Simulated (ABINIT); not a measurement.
The system is HfC.

```
CELL_PARAMETERS angstrom
0.00000 2.32500 2.32500
2.32500 0.00000 2.32500
2.32500 2.32500 0.00000
ATOMIC_POSITIONS crystal
Hf 0.50000 0.50000 0.50000
C 0.00000 0.00000 0.00000
```

Base run:

- Program: ABINIT 10.8.3 (patched build)
- Functional: HCTH407
- Potentials or basis: JTH PAW PBE v2.0
- Cutoff: 544 eV
- k mesh: 10 × 10 × 10
- Occupations: fermi-dirac, width 0.05 eV
- Spin: no spin polarisation

Its results: band gap on the k mesh none (metal or under the smearing width); pressure -5.2 GPa.

Task: After a change of settings the same cell gave: band gap on the k mesh none (metal or under the smearing width); pressure -8.0 GPa. Which change was it?
A. functional from HCTH407 to WC; spin from no spin polarisation to spin-orbit coupling, no magnetisation
B. functional from HCTH407 to SOGGA
C. functional from HCTH407 to PBE; spin from no spin polarisation to spin-orbit coupling, no magnetisation

Result: B.

Caveats: the PAW data sets were made with another functional, which shifts forces and pressure a little; spin-orbit coupling is left out, which moves the levels of the heavy elements.
